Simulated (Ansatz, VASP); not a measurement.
# Cross-check of SnS between VASP and Ansatz, part 2 of 2

One calculation is typed for both programs; each brings its own data sets and cutoff. How far apart do they land? The structure shown is the end of the Ansatz relaxation below.

VASP 6.6.1 and Ansatz 0.2.0.

So far: Starting point; Ansatz: relaxation, PBE.

## Step 3: VASP: single point, PBE

Level of this step: PBE; plane waves and PAW (Sn_d, S) (VASP).

The same cell, functional, mesh and smearing now go to VASP, with its own data sets and cutoff.

Lines of VASP's logs that name or quote its potential files are left out, and so is its time.

Input file INCAR:

```
SYSTEM = SnS
PREC = Accurate
ENCUT = 400
EDIFF = 1E-06
NELM = 100
ISMEAR = -1
SIGMA = 0.02
LREAL = .FALSE.
ALGO = Normal
GGA = PE
NBANDS = 99
LORBIT = 11
LWAVE = .FALSE.
LCHARG = .FALSE.
KPAR = 4
ISIF = 0
```

Input file POSCAR:

```
SnS
1.0
    3.9870000000      0.0000000000      0.0000000000
    0.0000000000      4.3340000000      0.0000000000
    0.0000000000      0.0000000000     35.7254400000
Sn S
8 8
Direct
    0.7500000000      0.8946026781      0.7832919266
    0.2500000000      0.3909771141      0.7017116243
    0.7500000000      0.6155243183      0.6221914878
    0.2500000000      0.1157142319      0.5395507107
    0.7500000000      0.8842857681      0.4604492893
    0.2500000000      0.3844756817      0.3778085122
    0.7500000000      0.6090228859      0.2982883757
    0.2500000000      0.1053973219      0.2167080734
    0.2500000000      0.4788898995      0.7745624979
    0.7500000000      0.9780253704      0.7107637898
    0.2500000000      0.0242204000      0.6128998233
    0.7500000000      0.5243602301      0.5488368931
    0.2500000000      0.4756397699      0.4511631069
    0.7500000000      0.9757796000      0.3871001767
    0.2500000000      0.0219746296      0.2892362102
    0.7500000000      0.5211101005      0.2254375021
```

Input file KPOINTS:

```
Automatic mesh
0
Gamma
8 8 1
0 0 0
```

Potentials, in the order of the species: Sn_d and S (PBE family, release 64).

Started as:

```sh
mpirun -np 4 vasp_std
```

Numbers of over 12 decimals in the logs are rounded to 6 here.

The log of the run:

```text
[banner, memory and clock lines left out]
running    4 mpi-ranks, on    1 nodes
 distrk:  each k-point on    1 cores,    4 groups
 distr:  one band on    1 cores,    1 groups

 POSCAR found type information on POSCAR SnS
 POSCAR found :  2 types and      16 ions
 LDA part: xc-table for (Slater+PW92), standard interpolation
 POSCAR, INCAR and KPOINTS ok, starting setup
 FFT: planning ... GRIDC
 FFT: planning ... GRID_SOFT
 FFT: planning ... GRID
 WAVECAR not read
 entering main loop
       N       E                     dE             d eps       ncg     rms          rms(c)
DAV:   1     0.171158851952E+04    0.17116E+04   -0.62570E+04  5206   0.156E+03
DAV:   2     0.240742731374E+03   -0.14708E+04   -0.14242E+04  5302   0.433E+02
DAV:   3    -0.464185178644E+02   -0.28716E+03   -0.27476E+03  5761   0.198E+02
DAV:   4    -0.723579873440E+02   -0.25939E+02   -0.25401E+02  5740   0.581E+01
DAV:   5    -0.735956099058E+02   -0.12376E+01   -0.12305E+01  6657   0.121E+01    0.165E+01
DAV:   6    -0.706717611121E+02    0.29238E+01   -0.59938E+00  6473   0.855E+00    0.108E+01
DAV:   7    -0.707558822309E+02   -0.84121E-01   -0.27765E+00  6804   0.429E+00    0.308E+00
DAV:   8    -0.706899577731E+02    0.65924E-01   -0.40424E-01  6345   0.279E+00    0.937E-01
DAV:   9    -0.706890494723E+02    0.90830E-03   -0.54261E-02  5900   0.118E+00    0.242E-01
DAV:  10    -0.706886802449E+02    0.36923E-03   -0.44011E-03  6755   0.448E-01    0.168E-01
DAV:  11    -0.706883643403E+02    0.31590E-03   -0.13729E-03  6636   0.165E-01    0.879E-02
DAV:  12    -0.706881385273E+02    0.22581E-03   -0.39036E-04  6262   0.678E-02    0.399E-02
DAV:  13    -0.706881857469E+02   -0.47220E-04   -0.40707E-05  6564   0.448E-02    0.244E-02
DAV:  14    -0.706883182725E+02   -0.13253E-03   -0.14080E-04  5897   0.634E-02    0.191E-02
[...]
DAV:  19    -0.706886088863E+02   -0.40533E-04   -0.14067E-06  3940   0.853E-03    0.189E-03
DAV:  20    -0.706886655989E+02   -0.56713E-04   -0.26215E-06  3926   0.453E-03    0.294E-03
DAV:  21    -0.706886866999E+02   -0.21101E-04   -0.46266E-07  3529   0.316E-03    0.196E-03
DAV:  22    -0.706887164621E+02   -0.29762E-04   -0.11989E-06  3736   0.262E-03    0.519E-04
DAV:  23    -0.706887225354E+02   -0.60733E-05   -0.19137E-07  3593   0.213E-03    0.478E-04
DAV:  24    -0.706887256207E+02   -0.30854E-05   -0.12917E-07  3394   0.141E-03    0.290E-04
DAV:  25    -0.706887295059E+02   -0.38851E-05   -0.25710E-07  3480   0.134E-03    0.138E-04
DAV:  26    -0.706887300255E+02   -0.51964E-06   -0.33333E-08  3404   0.681E-04
   1 F= -.70688730E+02 E0= -.70688730E+02  d E =-.542865E-11
```

From OUTCAR (step 3):

```text
ion  position               nearest neighbor table
   1  0.750  0.895  0.783-  10 2.62   9 2.71   9 2.71   9 3.24   9 3.24
   2  0.250  0.391  0.702-   9 2.63  10 2.70  10 2.70  10 3.25  10 3.25   3 3.60   3 3.60
   3  0.750  0.616  0.622-  12 2.65  11 2.69  11 2.69  11 3.26  11 3.26   2 3.60   2 3.60
   4  0.250  0.116  0.540-  11 2.65  12 2.69  12 2.69  12 3.26  12 3.26   5 3.60   5 3.60
   5  0.750  0.884  0.460-  14 2.65  13 2.69  13 2.69  13 3.26  13 3.26   4 3.60   4 3.60
   6  0.250  0.384  0.378-  13 2.65  14 2.69  14 2.69  14 3.26  14 3.26   7 3.60   7 3.60
   7  0.750  0.609  0.298-  16 2.63  15 2.70  15 2.70  15 3.25  15 3.25   6 3.60   6 3.60
   8  0.250  0.105  0.217-  15 2.62  16 2.71  16 2.71  16 3.24  16 3.24
   9  0.250  0.479  0.775-   2 2.63   1 2.71   1 2.71   1 3.24   1 3.24
  10  0.750  0.978  0.711-   1 2.62   2 2.70   2 2.70   2 3.25   2 3.25
  11  0.250  0.024  0.613-   4 2.65   3 2.69   3 2.69   3 3.26   3 3.26
  12  0.750  0.524  0.549-   3 2.65   4 2.69   4 2.69   4 3.26   4 3.26
  13  0.250  0.476  0.451-   6 2.65   5 2.69   5 2.69   5 3.26   5 3.26
  14  0.750  0.976  0.387-   5 2.65   6 2.69   6 2.69   6 3.26   6 3.26
  15  0.250  0.022  0.289-   8 2.62   7 2.70   7 2.70   7 3.25   7 3.25
  16  0.750  0.521  0.225-   7 2.63   8 2.71   8 2.71   8 3.24   8 3.24

  LATTYP: Found a simple orthorhombic cell.
 ALAT       =     3.9870000000
 B/A-ratio  =     1.0870328568
 C/A-ratio  =     8.9604815651

 Subroutine GETGRP returns: Found  4 space group operations
 (whereof  2 operations were pure point group operations)

The static configuration has the point symmetry S_2 .
 The point group associated with its full space group is C_2h.

 Found     25 irreducible k-points:

   k-points           NKPTS =     25   k-points in BZ     NKDIM =     25   number of bands    NBANDS=     99

   dimension x,y,z NGX =    28 NGY =   28 NGZ =  240
   dimension x,y,z NGXF=    56 NGYF=   56 NGZF=  480

   ENCUT  =  400.0 eV  29.40 Ry    5.42 a.u.   6.50  7.07 58.26*2*pi/ulx,y,z

   NELECT =     160.0000    total number of electrons

 k-points in reciprocal lattice and weights: Automatic mesh
   0.00000000  0.00000000  0.00000000       0.016
   0.12500000  0.00000000  0.00000000       0.031
   0.25000000  0.00000000  0.00000000       0.031
   0.37500000  0.00000000  0.00000000       0.031
   0.50000000  0.00000000  0.00000000       0.016
   0.00000000  0.12500000  0.00000000       0.031
   0.12500000  0.12500000  0.00000000       0.062
   0.25000000  0.12500000  0.00000000       0.062
   0.37500000  0.12500000  0.00000000       0.062
[...]
0.37500000  0.50000000  0.00000000       0.031
   0.50000000  0.50000000  0.00000000       0.016

 average (electrostatic) potential at core
       1-104.5828       2-104.6052       3-104.6180       4-104.6167       5-104.6167
       6-104.6180       7-104.6052       8-104.5828       9 -88.9798      10 -89.0935
      11 -89.0668      12 -89.0754      13 -89.0754      14 -89.0668      15 -89.0935
      16 -88.9798

 E-fermi :   2.6692

 k-point     1 :       0.0000    0.0000    0.0000
  band No.  band energies     occupation
    ...
     76       0.5061      2.00000
     77       1.5942      2.00000
     78       1.6927      2.00000
     79       1.7896      2.00000
     80       1.8022      2.00000
     81       3.1664      0.00000
     82       3.7941      0.00000
     83       4.6692      0.00000
     84       5.1830      0.00000
     85       5.1839      0.00000
    ...

 k-point     2 :       0.1250    0.0000    0.0000
  band No.  band energies     occupation
    ...
     76       0.8859      2.00000
     77       1.5869      2.00000
     78       1.6841      2.00000
     79       1.7407      2.00000
     80       1.7466      2.00000
     81       3.3053      0.00000
     82       3.9154      0.00000
     83       4.7595      0.00000
     84       4.9549      0.00000
     85       5.1786      0.00000
    ...

 k-point     3 :       0.2500    0.0000    0.0000
  band No.  band energies     occupation
    ...
     76       1.3457      2.00000
     77       1.5071      2.00000
     78       1.5542      2.00000
     79       1.6896      2.00000
     80       1.7975      2.00000
     81       3.6621      0.00000
     82       3.6663      0.00000
     83       4.0146      0.00000
     84       4.1884      0.00000
     85       4.4713      0.00000
    ...

  energy-cutoff  :      400.00
  volume of cell :      617.32
      direct lattice vectors                 reciprocal lattice vectors
     3.987000000  0.000000000  0.000000000     0.250815149  0.000000000  0.000000000
     0.000000000  4.334000000  0.000000000     0.000000000  0.230733733  0.000000000
     0.000000000  0.000000000 35.725440000     0.000000000  0.000000000  0.027991258

 POSITION                                       TOTAL-FORCE (eV/Angst)
 -----------------------------------------------------------------------------------
      2.99025      3.87721     27.98345        -0.000000      0.007280      0.005651
      0.99675      1.69449     25.06896        -0.000000      0.007253     -0.005299
      2.99025      2.66768     22.22806        -0.000000     -0.006092      0.001141
      0.99675      0.50151     19.27569        -0.000000     -0.007767     -0.004971
      2.99025      3.83249     16.44975        -0.000000      0.007767      0.004971
      0.99675      1.66632     13.49738         0.000000      0.006092     -0.001141
      2.99025      2.63951     10.65648        -0.000000     -0.007253      0.005299
      0.99675      0.45679      7.74199        -0.000000     -0.007280     -0.005651
      0.99675      2.07551     27.67159        -0.000000     -0.006843      0.004749
      2.99025      4.23876     25.39235        -0.000000     -0.006215     -0.001321
      0.99675      0.10497     21.89612        -0.000000      0.006609      0.004942
      2.99025      2.27258     19.60744        -0.000000      0.006653      0.000476
      0.99675      2.06142     16.11800        -0.000000     -0.006653     -0.000476
      2.99025      4.22903     13.82932        -0.000000     -0.006609     -0.004942
      0.99675      0.09524     10.33309        -0.000000      0.006215      0.001321
      2.99025      2.25849      8.05385        -0.000000      0.006843     -0.004749
 -----------------------------------------------------------------------------------
    total drift:                                0.000000      0.000000     -0.000000

  FREE ENERGIE OF THE ION-ELECTRON SYSTEM (eV)
  ---------------------------------------------------
  free  energy   TOTEN  =       -70.6887300255 eV

  energy  without entropy=      -70.6887300255  energy(sigma->0) =      -70.68873003

 total charge
# of ion       s       p       d       tot
------------------------------------------
    1        1.362   0.720   9.996  12.077
    2        1.350   0.727  10.003  12.079
    3        1.350   0.725  10.002  12.077
    4        1.350   0.726  10.002  12.077
    5        1.350   0.726  10.002  12.077
    6        1.350   0.725  10.002  12.077
    7        1.350   0.727  10.003  12.079
    8        1.362   0.720   9.996  12.077
    9        1.352   2.342   0.000   3.694
   10        1.352   2.343   0.000   3.695
   11        1.353   2.339   0.000   3.692
   12        1.353   2.339   0.000   3.692
   13        1.353   2.339   0.000   3.692
   14        1.353   2.339   0.000   3.692
   15        1.352   2.343   0.000   3.695
   16        1.352   2.342   0.000   3.694
--------------------------------------------------
tot         21.642  24.523  80.004 126.169

[... 3 further parts left out ...]
```

## Step 4: Comparison

Known differences besides the potentials themselves: the cutoff is 650 eV in Ansatz and 400 eV in VASP; VASP leaves aspherical gradient terms in its spheres out (LASPH is not set), Ansatz keeps them. Total energies have different zeros and are not compared.

Both answers:

```
              quantity  Ansatz   VASP  difference
gap on the k mesh (eV)   0.937  0.936      +0.001
```

At this near-relaxed geometry the largest component of a force difference is 7 meV/Å. A gap on the mesh is an upper bound, since the band edges may lie between its points.

## Step 5: What the set-up changes

Further runs change the set-up of one program: Ansatz's method, potentials or start, or VASP's data sets, cutoff or form of LDA. The table gives Ansatz less VASP for each quantity, since a change that brings one quantity closer may part another.

```
                                                            run  r.m.s. force difference (meV/Å)  gap on the k mesh (eV)
                                                       as above                              4.4                  8.4e-4
VASP with the data sets Sn_d_GW and S_GW and a cutoff of 520 eV                              0.5                 -0.0011
    VASP with the data sets Sn_d and S_h and a cutoff of 650 eV                              6.7                  0.0011
```

## Step 6: Outcome

```json
{
  "difference in gap on the k mesh (single point, PBE)": "8.4e-4 eV"
}
```

**Reading.** The difference in gap on the k mesh is 8.4e-4 eV (single point, PBE), within the 0.08 eV picked in this series as the mark of a large difference. Single point, PBE, VASP with the data sets Sn_d_GW and S_GW and a cutoff of 520 eV: r.m.s. force difference goes from 4.4 to 0.5 meV/Å; the difference in gap on the k mesh goes from 8.4e-4 to -0.0011 eV. Single point, PBE, VASP with the data sets Sn_d and S_h and a cutoff of 650 eV: r.m.s. force difference goes from 4.4 to 6.7 meV/Å; the difference in gap on the k mesh goes from 8.4e-4 to 0.0011 eV. How closely two codes agree says nothing of how well the functional describes the real material.

[Lines on the potential files, build, host, timing and source positions are cut from VASP's logs without a mark.]

[Logs are printed without paths, hosts, clocks, repeated set-up lines and the standing remarks that a program may print on its own settings, such as how far it seeks lower states.]

[Hosts, paths, dates, database ids (printed as entryN), source tags and the programs' standing remarks are cut or masked in the printed files.]
